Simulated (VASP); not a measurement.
# Si (I4_1/amd) in VASP: further runs, part 2 of 2

VASP 6.6.1. The steps go on from the part before.

### Step 3. Phonon dispersion, LDA

This run uses another cell than the first one: it holds 16 atoms, not 2.

Input file INCAR:

```
PREC = Accurate ; ENCUT = 520
EDIFF = 1E-7 ; ISMEAR = 0
SIGMA = 0.02 ; LREAL = Auto
LASPH = T ; NELM = 100
ALGO = Normal ; ISIF = 2
LWAVE = F ; LCHARG = F
IBRION = 6 ; NFREE = 2
POTIM = 0.015 ; NSW = 1
LPHON_DISPERSION = T ; PHON_NWRITE = -3
```

Input file KPOINTS:

```
regular mesh
0
Gamma
  4 4 4
```

Input file POSCAR:

```
Si
1.0
   -4.7427446090      4.7427446090      2.6585307798
    4.7427446090     -4.7427446090      2.6585307798
    4.7427446090      4.7427446090     -2.6585307798
Si
16
Direct
    0.2500000000      0.2500000000      0.0000000000
    0.2500000000      0.2500000000      0.5000000000
    0.2500000000      0.7500000000      0.0000000000
    0.2500000000      0.7500000000      0.5000000000
    0.7500000000      0.2500000000      0.0000000000
    0.7500000000      0.2500000000      0.5000000000
    0.7500000000      0.7500000000      0.0000000000
    0.7500000000      0.7500000000      0.5000000000
    0.1250000000      0.3750000000      0.2500000000
    0.1250000000      0.3750000000      0.7500000000
    0.1250000000      0.8750000000      0.2500000000
    0.1250000000      0.8750000000      0.7500000000
    0.6250000000      0.3750000000      0.2500000000
    0.6250000000      0.3750000000      0.7500000000
    0.6250000000      0.8750000000      0.2500000000
    0.6250000000      0.8750000000      0.7500000000
```

Input file QPOINTS:

```
path GXMGZPNZ1M,XP
8
line-mode
reciprocal
 0.0000000000  0.0000000000  0.0000000000  G
 0.0000000000  0.0000000000  0.5000000000  X

 0.0000000000  0.0000000000  0.5000000000  X
-0.5000000000  0.5000000000  0.5000000000  M

-0.5000000000  0.5000000000  0.5000000000  M
 0.0000000000  0.0000000000  0.0000000000  G

 0.0000000000  0.0000000000  0.0000000000  G
 0.3285532063  0.3285532063 -0.3285532063  Z

 0.3285532063  0.3285532063 -0.3285532063  Z
 0.2500000000  0.2500000000  0.2500000000  P

 0.2500000000  0.2500000000  0.2500000000  P
 0.0000000000  0.5000000000  0.0000000000  N

 0.0000000000  0.5000000000  0.0000000000  N
-0.3285532063  0.6714467937  0.3285532063  Z1

-0.3285532063  0.6714467937  0.3285532063  Z1
-0.5000000000  0.5000000000  0.5000000000  M

 0.0000000000  0.0000000000  0.5000000000  X
 0.2500000000  0.2500000000  0.2500000000  P
```

Potentials or basis: VASP PAW LDA potentials, release 64 (Si).

Run with:

```bash
$ cat potpaw_LDA.64/Si/POTCAR > POTCAR
$ mpirun -np 1 vasp_std > vasp.out
```

OUTCAR:

```text
PREC = Accurate
   ENCUT = 520
   EDIFF = 1E-7
   ISMEAR = 0
   LREAL = Auto
   LASPH = T
   NELM = 100
   ISIF = 2
   IBRION = 6
   NFREE = 2
   POTIM = 0.015
   NSW = 1

 ion  position               nearest neighbor table
   1  0.250  0.250  0.000-   9 2.46  10 2.46  12 2.46  13 2.46   7 2.66   7 2.66  16 3.10  15 3.10
                            11 3.10  14 3.10
   2  0.250  0.250  0.500-   9 2.46  10 2.46  11 2.46  14 2.46   8 2.66   8 2.66  15 3.10  16 3.10
                            13 3.10  12 3.10
   3  0.250  0.750  0.000-  11 2.46  12 2.46  10 2.46  15 2.46   5 2.66   5 2.66  14 3.10  13 3.10
                             9 3.10  16 3.10
   4  0.250  0.750  0.500-  11 2.46  12 2.46   9 2.46  16 2.46   6 2.66   6 2.66  13 3.10  14 3.10
                            15 3.10  10 3.10
   5  0.750  0.250  0.000-  13 2.46  14 2.46   9 2.46  16 2.46   3 2.66   3 2.66  12 3.10  11 3.10
                            15 3.10  10 3.10
   6  0.750  0.250  0.500-  13 2.46  14 2.46  10 2.46  15 2.46   4 2.66   4 2.66  11 3.10  12 3.10
                             9 3.10  16 3.10
   7  0.750  0.750  0.000-  15 2.46  16 2.46  11 2.46  14 2.46   1 2.66   1 2.66  10 3.10   9 3.10
                            13 3.10  12 3.10
   8  0.750  0.750  0.500-  15 2.46  16 2.46  12 2.46  13 2.46   2 2.66   2 2.66   9 3.10  10 3.10
                            11 3.10  14 3.10
   9  0.125  0.375  0.250-   1 2.46   2 2.46   4 2.46   5 2.46  15 2.66  15 2.66   7 3.10   8 3.10
[... 22 lines left out ...]
 A1 = (  -4.7427446090,   4.7427446090,   2.6585307798)
 A2 = (   4.7427446090,  -4.7427446090,   2.6585307798)
 A3 = (   4.7427446090,   4.7427446090,  -2.6585307798)

Analysis of symmetry for initial positions (statically):
=====================================================================
 Subroutine PRICEL returns following result:

  LATTYP: Found a body centered tetragonal cell.
 ALAT       =     4.7427446090
 C/A-ratio  =     0.5605468983

  Lattice vectors:

 A1 = (  -2.3713723045,   2.3713723045,   1.3292653899)
 A2 = (   2.3713723045,  -2.3713723045,   1.3292653899)
 A3 = (   2.3713723045,   2.3713723045,  -1.3292653899)

   8 primitive cells build up your supercell.

 Routine SETGRP: Setting up the symmetry group for a
 body centered tetragonal supercell.

 Subroutine GETGRP returns: Found 16 space group operations
 (whereof  8 operations were pure point group operations)
 out of a pool of 16 trial point group operations.

The static configuration has the point symmetry D_2d.
 The point group associated with its full space group is D_4h.

Analysis of symmetry for dynamics (positions and initial velocities):
=====================================================================
 Subroutine PRICEL returns following result:

  LATTYP: Found a body centered tetragonal cell.
 ALAT       =     4.7427446090
 C/A-ratio  =     0.5605468983

  Lattice vectors:

 A1 = (  -2.3713723045,   2.3713723045,   1.3292653899)
 A2 = (   2.3713723045,  -2.3713723045,   1.3292653899)
 A3 = (   2.3713723045,   2.3713723045,  -1.3292653899)

[... 123 lines left out ...]
   GGA     = CA    functional components
   LHFCALC =     F    Hartree Fock is set to
   AEXX    =    0.0000 exact exchange contribution
   IVDW    =     0    specifies the selected vdW correction
   LEPSILON=     F    determine dielectric tensor
   LRPA    =     F    only Hartree local field effects (RPA)
 finite differences with symmetry
 non-spin polarized calculation
 Gauss-broadening in eV      SIGMA  =   0.02
  energy-cutoff  :      520.00
  volume of cell :      239.20
 maximum number of plane-waves:      6529
 NGX is ok and might be reduce to    54

--------------------------------------- Ionic step        1  -------------------------------------------

 number of electron      64.0000003 magnetization

 Free energy of the ion-electron system (eV)
  ---------------------------------------------------
  ext. energy  EPLUGINS =         0.00000000
  ---------------------------------------------------
  free energy    TOTEN  =       -91.94876640 eV

  energy without entropy =      -91.94835201  energy(sigma->0) =      -91.94855921

------------------------ aborting loop because EDIFF is reached ----------------------------------------

  FORCE on cell =-STRESS in cart. coord.  units (eV):
  Direction    XX          YY          ZZ          XY          YZ          ZX
  --------------------------------------------------------------------------------------
  -------------------------------------------------------------------------------------
  Total       -1.0930957     -1.0930957     -1.0763561      0.0000000      0.0000000      0.0000000
  in kB       -7.3216270     -7.3216270     -7.2095044      0.0000000      0.0000000      0.0000000
  external PRESSURE =      -7.2842528 kB  Pullay stress =       0.0000000 kB
[... 187 lines left out ...]
--------------------------------------- Ionic step        5  -------------------------------------------

 number of electron      64.0000003 magnetization

 Free energy of the ion-electron system (eV)
  ---------------------------------------------------
  ext. energy  EPLUGINS =         0.00000000
  ---------------------------------------------------
  free energy    TOTEN  =       -91.94849366 eV

  energy without entropy =      -91.94806417  energy(sigma->0) =      -91.94827891

 E-fermi :   9.4206     XC(G=0): -11.0654

 val. band max:        9.3939109609   @ k =   0.2500  -0.0000   0.0000
 cond. band min:       9.4517778302   @ k =   0.2500  -0.0000   0.0000
 fundamental gap:      0.0578668693
 Fermi energy:         9.4205803094

 k-point     1 :       0.0000    0.0000    0.0000
  band No.  band energies     occupation
      1      -4.5016      2.00000
      2      -1.3470      2.00000
      3      -1.3469      2.00000
      4      -1.3468      2.00000
      5      -1.3467      2.00000
      6       1.1152      2.00000
[... 824 lines left out ...]
  FREE ENERGIE OF THE ION-ELECTRON SYSTEM (eV)
  ---------------------------------------------------
  free  energy   TOTEN  =       -91.9484936619 eV

  energy  without entropy=      -91.9480641658  energy(sigma->0) =      -91.94827891

 INTERNAL STRAIN TENSORS FROM DISPLACED ATOMS
 ============================================

 INTERNAL STRAIN TENSOR FOR ION    1 for displacements in x,y,z  (eV/Angst):
          X           Y           Z          XY          YZ          ZX
  --------------------------------------------------------------------------------
  x     0.00000    -0.00000     0.00000     0.00000     0.00000    -2.76876
  y     0.00000    -0.00000    -0.00000     0.00000     2.76876     0.00000
  z    -3.99716     3.99716     0.00000     0.00000     0.00000     0.00000
[... 8 lines left out ...]
 INTERNAL STRAIN TENSOR FOR ION   16 for displacements in x,y,z  (eV/Angst):
          X           Y           Z          XY          YZ          ZX
  --------------------------------------------------------------------------------
  x    -0.00000     0.00000    -0.00000     0.00000     0.00000     2.76876
  y    -0.00000     0.00000     0.00000     0.00000    -2.76876     0.00000
  z     3.99716    -3.99716    -0.00000     0.00000     0.00000     0.00000

 Eigenvectors and eigenvalues of the dynamical matrix
   1 f  =   10.356655 THz    65.072780 2PiTHz  345.460811 cm-1    42.831662 meV
   2 f  =   10.356655 THz    65.072780 2PiTHz  345.460811 cm-1    42.831662 meV
   3 f  =   10.356655 THz    65.072780 2PiTHz  345.460811 cm-1    42.831662 meV
   4 f  =   10.356655 THz    65.072780 2PiTHz  345.460811 cm-1    42.831662 meV
   5 f  =   10.321035 THz    64.848973 2PiTHz  344.272656 cm-1    42.684350 meV
   6 f  =   10.321035 THz    64.848973 2PiTHz  344.272656 cm-1    42.684350 meV
[... 37 lines left out ...]
  44 f  =    2.502627 THz    15.724468 2PiTHz   83.478647 cm-1    10.350028 meV
  45 f  =    2.502627 THz    15.724468 2PiTHz   83.478647 cm-1    10.350028 meV
  46 f/i=    0.000000 THz     0.000002 2PiTHz    0.000010 cm-1     0.000001 meV
  47 f/i=    0.000000 THz     0.000002 2PiTHz    0.000012 cm-1     0.000001 meV
  48 f/i=    0.000000 THz     0.000003 2PiTHz    0.000013 cm-1     0.000002 meV

 ELASTIC MODULI CONTR FROM IONIC RELAXATION (kBar)
 Direction    XX          YY          ZZ          XY          YZ          ZX
 --------------------------------------------------------------------------------
 XX        -976.7067    976.7067      0.0000      0.0000      0.0000     -0.0000
 YY         976.7067   -976.7067     -0.0000      0.0000     -0.0000      0.0000
 ZZ           0.0000     -0.0000     -0.0000      0.0000      0.0000      0.0000
 XY           0.0000      0.0000      0.0000      0.0000      0.0000      0.0000
 YZ           0.0000     -0.0000      0.0000      0.0000    -67.1152      0.0000
 ZX          -0.0000      0.0000      0.0000      0.0000      0.0000    -67.1152
 --------------------------------------------------------------------------------
[... 569 lines left out ...]
 q-point No.           q_x           q_y           q_z  q-path length
          72      0.250000      0.250000      0.250000       1.459913
  frequencies
   [THz]           2.441199      2.441199      8.443481      8.443481      9.764135      9.764135
   [2Pi THz]      15.338503     15.338503     53.051957     53.051957     61.349867     61.349867
   [cm-1]         81.429621     81.429621    281.644220    281.644220    325.696473    325.696473
   [meV]          10.095982     10.095982     34.919417     34.919417     40.381198     40.381198
```

Wall time 17 min (1 thread of Intel Xeon Platinum 8375C at 2.90GHz (Ice Lake), shared host); peak memory 0.42 GiB.

What came out:

| Item | Value |
| --- | --- |
| Highest phonon frequency | 355 cm⁻¹ |

Phonon frequencies in cm⁻¹ (negative: imaginary):
```
               q point              frequencies
 (0.000, 0.000, 0.000)        0 0 0 130 344 344
 (0.000, 0.000, 0.429)    77 87 244 283 290 326
(-0.286, 0.286, 0.500)  128 128 196 196 334 334
(-0.357, 0.357, 0.357)  127 146 147 216 316 349
 (0.000, 0.000, 0.000)        0 0 0 130 344 344
(0.282, 0.282, -0.282)  120 120 190 208 333 333
 (0.284, 0.284, 0.002)   95 122 214 268 320 343
 (0.179, 0.321, 0.179)    84 92 253 298 309 339
 (0.000, 0.500, 0.000)  112 150 150 282 313 345
(-0.282, 0.647, 0.282)  126 128 188 207 333 334
(-0.427, 0.573, 0.427)  138 138 168 174 339 339
 (0.071, 0.071, 0.429)    84 84 272 272 311 311
```

Phonon frequencies at the corners of the path (cm⁻¹, interpolated; i marks imaginary ones):
```tsv
point	frequencies
Γ	0 0 0 130 344 344
X	83 83 269 269 308 308
M	140 140 161 161 340 340
Z	128 128 188 202 334 334
P	81 81 282 282 326 326
N	112 150 150 282 313 345
Z1	128 128 188 202 334 334
```

### Step 4. Equation of state, LDA, 14.28 Å³/atom (a relaxed cell with its volume scaled by 0.96)

Input file INCAR:

```
SYSTEM = Si
ALGO = Normal
EDIFF = 1E-6
ENCUT = 520
GGA = CA
ISIF = 2
ISMEAR = -1
LASPH = .True.
LCHARG = .False.
LREAL = .False.
LWAVE = .False.
NELM = 80
PREC = Accurate
SIGMA = 0.05
```

Input file KPOINTS:

```
k-points
0
Gamma
  10 10 10
  0 0 0
```

Input file POSCAR:

```
Si                                      
1.0
   -2.3353035179      2.3353035179      1.3091767517
    2.3353035179     -2.3353035179      1.3091767517
    2.3353035179      2.3353035179     -1.3091767517
  Si            
     2
Direct
     0.5000000000000000    0.5000000000000000    0.0000000000000000
     0.2500000000000000    0.7500000000000000    0.5000000000000000
```

Run with:

```bash
$ cat potpaw_LDA.64/Si/POTCAR > POTCAR
$ mpirun -np 1 vasp_std > vasp.out
```

It took 16 s on 1 thread of Intel Xeon Platinum 8488C (Sapphire Rapids), shared host; peak memory 0.14 GiB.

It converged, with:

* Free energy: -11.4796 eV
* Pressure: 5.2 GPa
* Band gap on the k mesh: none (metal or under the smearing width)

### Step 5. Equation of state, LDA, 14.58 Å³/atom (a relaxed cell with its volume scaled by 0.98)

INCAR is that of step 4.

KPOINTS is that of step 4.

Input file POSCAR:

```
Si                                      
1.0
   -2.3514095683      2.3514095683      1.3182058422
    2.3514095683     -2.3514095683      1.3182058422
    2.3514095683      2.3514095683     -1.3182058422
  Si            
     2
Direct
     0.5000000000000000    0.5000000000000000    0.0000000000000000
     0.2500000000000000    0.7500000000000000    0.5000000000000000
```

Run with:

```bash
$ cat potpaw_LDA.64/Si/POTCAR > POTCAR
$ mpirun -np 1 vasp_std > vasp.out
```

It took 18 s on 1 thread of Intel Xeon Platinum 8488C (Sapphire Rapids), shared host; peak memory 0.14 GiB.

Results (log left out):

```
Free energy            : -11.4938 eV
Pressure               : 2.5 GPa
Band gap on the k mesh : none (metal or under the smearing width)
```

### Step 6. Equation of state, LDA, 14.87 Å³/atom

INCAR is that of step 5.

KPOINTS is that of step 5.

Input file POSCAR:

```
Si                                      
1.0
   -2.3672979528      2.3672979528      1.3271129086
    2.3672979528     -2.3672979528      1.3271129086
    2.3672979528      2.3672979528     -1.3271129086
  Si            
     2
Direct
     0.5000000000000000    0.5000000000000000    0.0000000000000000
     0.2500000000000000    0.7500000000000000    0.5000000000000000
```

Potentials or basis: VASP PAW LDA potentials, release 64 (Si).

Run with:

```bash
$ cat potpaw_LDA.64/Si/POTCAR > POTCAR
$ mpirun -np 1 vasp_std > vasp.out
```

Wall time 17 s (1 thread of Intel Xeon Platinum 8488C (Sapphire Rapids), shared host); peak memory 0.14 GiB.

The run converged. Its results:

| Quantity | Value |
| --- | --- |
| Free energy | -11.4984 eV |
| Pressure | 0.0 GPa |
| Band gap on the k mesh | none (metal or under the smearing width) |

### Step 7. Equation of state, LDA, 15.17 Å³/atom (a relaxed cell with its volume scaled by 1.02)

INCAR is that of step 6.

KPOINTS is that of step 6.

Input file POSCAR:

```
Si                                      
1.0
   -2.3829758796      2.3829758796      1.3359019920
    2.3829758796     -2.3829758796      1.3359019920
    2.3829758796      2.3829758796     -1.3359019920
  Si            
     2
Direct
     0.5000000000000000    0.5000000000000000    0.0000000000000000
     0.2500000000000000    0.7500000000000000    0.5000000000000000
```

Run with:

```bash
$ cat potpaw_LDA.64/Si/POTCAR > POTCAR
$ mpirun -np 1 vasp_std > vasp.out
```

It took 20 s on 1 thread of Intel Xeon Platinum 8488C (Sapphire Rapids), shared host; peak memory 0.14 GiB.

It converged, with:

```
Free energy            : -11.4943 eV
Pressure               : -2.2 GPa
Band gap on the k mesh : none (metal or under the smearing width)
```

### Step 8. Equation of state, LDA, 15.47 Å³/atom (a relaxed cell with its volume scaled by 1.04)

INCAR is that of step 7.

KPOINTS is that of step 7.

Input file POSCAR:

```
Si                                      
1.0
   -2.3984501825      2.3984501825      1.3445769233
    2.3984501825     -2.3984501825      1.3445769233
    2.3984501825      2.3984501825     -1.3445769233
  Si            
     2
Direct
     0.5000000000000000    0.5000000000000000    0.0000000000000000
     0.2500000000000000    0.7500000000000000    0.5000000000000000
```

Run with:

```bash
$ cat potpaw_LDA.64/Si/POTCAR > POTCAR
$ mpirun -np 1 vasp_std > vasp.out
```

It took 17 s on 1 thread of Intel Xeon Platinum 8488C (Sapphire Rapids), shared host; peak memory 0.14 GiB.

It converged, with:

```
Free energy            : -11.4823 eV
Pressure               : -4.2 GPa
Band gap on the k mesh : none (metal or under the smearing width)
```

### Step 9. Equation of state, LDA

This run uses another cell than the first one, of 14.87 Å³/atom, 0.995 times its volume.

Potentials or basis: VASP PAW LDA potentials, release 64 (Si).

No new run: the results of the series are fitted here.

Results:

```yaml
Equilibrium_volume: 14.88 Å³/atom
Bulk_modulus_at_fixed_shape_and_positions: 117 GPa
Pressure_derivative_of_the_bulk_modulus: "4.4 (rough: it moves with the points fitted)"
```

Energy against volume, from the lowest point:
| volume (Å³/atom) | energy (meV/atom) |
| --- | --- |
| 14.280 | 9.38 |
| 14.577 | 2.27 |
| 14.875 | 0.00 |
| 15.172 | 2.06 |
| 15.470 | 8.02 |

Caveat: the cell was scaled at fixed shape and fractional positions, which overstates the stiffness of a crystal with free parameters, most of all of layers and chains.
